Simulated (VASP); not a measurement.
# Mg (P6/mmm) in VASP: notebook

Runs on Mg. Level: r2SCAN. Tasks: single point.

Program: VASP 6.6.1. These are calculated values, not measurements. Logs are shortened: lines on timing, memory, paths and dates and some standing lists are left out, and cuts for length are marked.

## 1. The structure

Symmetry: P6/mmm, No. 191, hexagonal system. The conventional cell has a = 3.050 Å, b = 3.050 Å, c = 3.045 Å, α = 90.00°, β = 90.00°, γ = 120.00°. Mg (site symmetry 6/mmm) is surrounded by 8 Mg at 3.04 to 3.05 Å.

This isn't the form of Mg at room conditions, which is hcp.

## 2. Single point, r2SCAN

INCAR

```
ADDGRID = False
ALGO = Normal
EDIFF = 1E-6
ENCUT = 400
ISIF = 2
ISMEAR = 1
LASPH = True
LCHARG = False
LMIXTAU = True
LREAL = False
LWAVE = False
METAGGA = R2SCAN
NELM = 100
PREC = Accurate
SIGMA = 0.2
```

KPOINTS

```
k-points
0
Gamma
  9 9 8
```

POSCAR

```
Mg
1.0
    3.0502998005      0.0000000000      0.0000000000
   -1.5251499003      2.6416371164      0.0000000000
    0.0000000000      0.0000000000      3.0448375700
Mg
1
Direct
    0.0000000000      0.0000000000      0.0000000000
```

Potentials or basis: VASP PAW PBE potentials, release 64 (Mg).

The run is started by

```console
> cat potpaw_PBE.64/Mg/POTCAR > POTCAR
> mpirun -np 1 vasp_std > vasp.out
```

OUTCAR:

```text
EDIFF = 1E-6
   ENCUT = 400
   ISIF = 2
   ISMEAR = 1
   LASPH = True
   LREAL = False
   METAGGA = R2SCAN
   NELM = 100
   PREC = Accurate

 Found     60 irreducible k-points:

 Following reciprocal coordinates:
            Coordinates               Weight
  0.000000  0.000000  0.000000      1.000000
  0.111111  0.000000  0.000000      6.000000
  0.222222  0.000000  0.000000      6.000000
  0.333333  0.000000  0.000000      6.000000
  0.444444  0.000000  0.000000      6.000000
  0.111111  0.111111  0.000000      6.000000
   k-points           NKPTS =     60   k-points in BZ     NKDIM =     60   number of bands    NBANDS=      5
   number of dos      NEDOS =    301   number of ions     NIONS =      1
   total plane-waves  NPLWV =   8000
   dimension x,y,z NGX =    20 NGY =   20 NGZ =   20
   dimension x,y,z NGXF=    40 NGYF=   40 NGZF=   40
   ions per type =               1
   NGX,Y,Z   is equivalent  to a cutoff of  10.90, 10.90, 10.92 a.u.
   NGXF,Y,Z  is equivalent  to a cutoff of  21.80, 21.80, 21.84 a.u.
 SYSTEM =  unknown system
   PREC   = accura    normal or accurate (medium, high low for compatibility)
   ISTART =      0    job   : 0-new  1-cont  2-samecut
   ICHARG =      2    charge: 1-file 2-atom 10-const
   ISPIN  =      1    spin polarized calculation?
   LNONCOLLINEAR =      F non collinear calculations
   LSORBIT =      F    spin-orbit coupling
   LASPH  =      T    aspherical Exc in radial PAW
   ENCUT  =  400.0 eV  29.40 Ry    5.42 a.u.   4.97  4.97  4.97*2*pi/ulx,y,z
   NELM   =    100;   NELMIN=  2; NELMDL= -5     # of ELM steps
   EDIFF  = 0.1E-05   stopping-criterion for ELM
   LREAL  =      F    real-space projection
   EDIFFG = 0.1E-04   stopping-criterion for IOM
   NSW    =      0    number of steps for IOM
   IBRION =     -1    ionic relax: 0-MD 1-quasi-New 2-CG
   NFREE  =      0    steps in history (QN), initial steepest desc. (CG)
   ISIF   =      2    stress and relaxation
   ISYM   =      2    0-nonsym 1-usesym 2-fastsym
   POTIM  = 0.5000    time-step for ionic-motion
   TEBEG  =    0.0;   TEEND  =   0.0 temperature during run
   PSTRESS=    0.0 pullay stress
   NELECT =       2.0000    total number of electrons
   NUPDOWN=      -1.0000    fix difference up-down
   EMIN   =  10.00;   EMAX   =-10.00  energy-range for DOS
   EFERMI =   0.00;   METHOD = LEGACY
   ISMEAR =     1;   SIGMA  =   0.20  broadening in eV -4-tet -1-fermi 0-gaus
   EFERMI_NEDOS =   21; number of points for ismear=-14 and -15
   IALGO  =     38    algorithm
   IMIX   =      4    mixing-type and parameters
     AMIX     =   0.40;   BMIX     =  1.00
     AMIX_MAG =   1.60;   BMIX_MAG =  1.00
  volume/ion in A,a.u.               =      24.53       165.57
  Fermi-wavevector in a.u.,A,eV,Ry     =   0.709836  1.341396  6.855535  0.503868
  Thomas-Fermi vector in A             =   1.796524
   LORBIT       =      0    0 simple, 1 ext, 2 COOP (PROOUT), +10 PAW based schemes
   METAGGA = R2SCAN    functional components
   LHFCALC =     F    Hartree Fock is set to
   AEXX    =    0.0000 exact exchange contribution
   IVDW    =     0    specifies the selected vdW correction
   LEPSILON=     F    determine dielectric tensor
   LRPA    =     F    only Hartree local field effects (RPA)
 non-spin polarized calculation
 Methfessel and Paxton  Order N= 1 SIGMA  =   0.20
  energy-cutoff  :      400.00
  volume of cell :       24.53
 maximum number of plane-waves:       456
 NGX is ok and might be reduce to    20

 number of electron       2.0000000 magnetization

 Free energy of the ion-electron system (eV)
  ---------------------------------------------------
  ext. energy  EPLUGINS =         0.00000000
  ---------------------------------------------------
  free energy    TOTEN  =        -3.87197837 eV

  energy without entropy =       -3.87128806  energy(sigma->0) =       -3.87174827

 E-fermi :   2.4204     XC(G=0):  -8.8397

 val. band max:        2.4114548974   @ k =   0.4444   0.0000   0.1250
 cond. band min:       2.4214742297   @ k =   0.4444   0.1111   0.2500
 fundamental gap:      0.0100193323
 Fermi energy:         2.4204038118

 k-point     1 :       0.0000    0.0000    0.0000
  band No.  band energies     occupation
      1      -4.8431      2.00000
      2      10.8280      0.00000
      3      11.7455      0.00000
      4      15.7157      0.00000
      5      15.7157      0.00000

 k-point     2 :       0.1111    0.0000    0.0000
  band No.  band energies     occupation
      1      -4.5576      2.00000
      2      10.7137      0.00000
      3      11.9835      0.00000
      4      12.7190      0.00000
      5      14.3866      0.00000

 k-point     3 :       0.2222    0.0000    0.0000
  band No.  band energies     occupation
      1      -3.7058      2.00000
      2       8.3342      0.00000
      3      11.5026      0.00000
      4      12.6983      0.00000
      5      13.0152      0.00000

 k-point     4 :       0.3333    0.0000    0.0000
  band No.  band energies     occupation
      1      -2.3033      2.00000
      2       5.0452     -0.00000
      3      11.3544      0.00000
      4      12.0863      0.00000
      5      13.8887      0.00000

 k-point     5 :       0.4444    0.0000    0.0000
  band No.  band energies     occupation
      1      -0.3917      2.00000
      2       2.1552      2.06817
      3      11.1729      0.00000
      4      11.6207      0.00000
      5      15.5061      0.00000

 k-point     6 :       0.1111    0.1111    0.0000
  band No.  band energies     occupation
      1      -3.9889      2.00000
      2      10.0410      0.00000
      3      10.2259      0.00000
      4      12.4601      0.00000
      5      13.4097      0.00000

 [... further k-points ...]
[... 5 lines left out ...]
  --------------------------------------------------------------------------------------
  -------------------------------------------------------------------------------------
  Total        0.1611474      0.1611474     -0.1359590     -0.0000000     -0.0000000     -0.0000000
  in kB       10.5233528     10.5233528     -8.8784840     -0.0000000     -0.0000000     -0.0000000
  external PRESSURE =       4.0560739 kB  Pullay stress =       0.0000000 kB

 VOLUME and BASIS-vectors are now :
 -----------------------------------------------------------------------------
  energy-cutoff  :      400.00
  volume of cell :       24.53
      direct lattice vectors                 reciprocal lattice vectors
     3.050299800  0.000000000  0.000000000     0.327836628  0.189276565  0.000000000
    -1.525149900  2.641637116  0.000000000     0.000000000  0.378553130  0.000000000
     0.000000000  0.000000000  3.044837570     0.000000000  0.000000000  0.328424744

 POSITION                                       TOTAL-FORCE (eV/Angst)
 -----------------------------------------------------------------------------------
      0.00000      0.00000      0.00000         0.000000      0.000000      0.000000
 -----------------------------------------------------------------------------------
    total drift:                               -0.000000     -0.000000      0.000000

  FREE ENERGIE OF THE ION-ELECTRON SYSTEM (eV)
  ---------------------------------------------------
  free  energy   TOTEN  =        -3.8719783715 eV

  energy  without entropy=       -3.8712880577  energy(sigma->0) =       -3.87174827
```

Run time: 10 s. Hardware: 1 thread of Intel Xeon 6975P-C (Granite Rapids), shared host; peak memory 0.13 GiB.

The run converged, but some of its settings lie outside the range that counts as converged, so its numbers aren't taken as properties of the crystal.

Results:

```yaml
Free_energy: -3.8720 eV
Pressure: 0.4 GPa
Band_gap_on_the_k_mesh: none (metal or under the smearing width)
```

Caveat: the PAW data sets were made with another functional, which shifts forces and pressure a little.

## 3. Single point, r2SCAN

This run uses another cell than the first one, of the same volume but with other edges.

INCAR is that of step 2.

KPOINTS is that of step 2.

POSCAR

```
Mg
1.0
    3.1430880000     -0.0084060000     -0.0278050000
   -1.5788240000      2.6046760000      0.0276970000
   -0.0277550000      0.0158990000      3.0020770000
Mg
1
Direct
   -0.0144770000      0.0117080000      0.0082640000
```

Potentials or basis: VASP PAW PBE potentials, release 64 (Mg).

The run is started by

```console
> cat potpaw_PBE.64/Mg/POTCAR > POTCAR
> mpirun -np 1 vasp_std > vasp.out
```

Run time: 44 s. Hardware: 1 thread of Intel Xeon 6975P-C (Granite Rapids), shared host; peak memory 0.15 GiB.

The run converged, but some of its settings lie outside the range that counts as converged, so its numbers aren't taken as properties of the crystal.

What came out:

```yaml
Free_energy: -3.8705 eV
Pressure: 0.2 GPa
Band_gap_on_the_k_mesh: none (metal or under the smearing width)
```

Caveat: the PAW data sets were made with another functional, which shifts forces and pressure a little.

## 4. The reference run

An earlier run on the cell as given: functional PBE; potentials or basis VASP PAW PBE potentials, release 64 (Mg); cutoff 520 eV; k mesh 10 × 10 × 9; occupations fermi-dirac, width 0.05 eV; no spin polarisation.

- Pressure: 1.1 GPa
- Band gap on the k mesh: none (metal or under the smearing width)
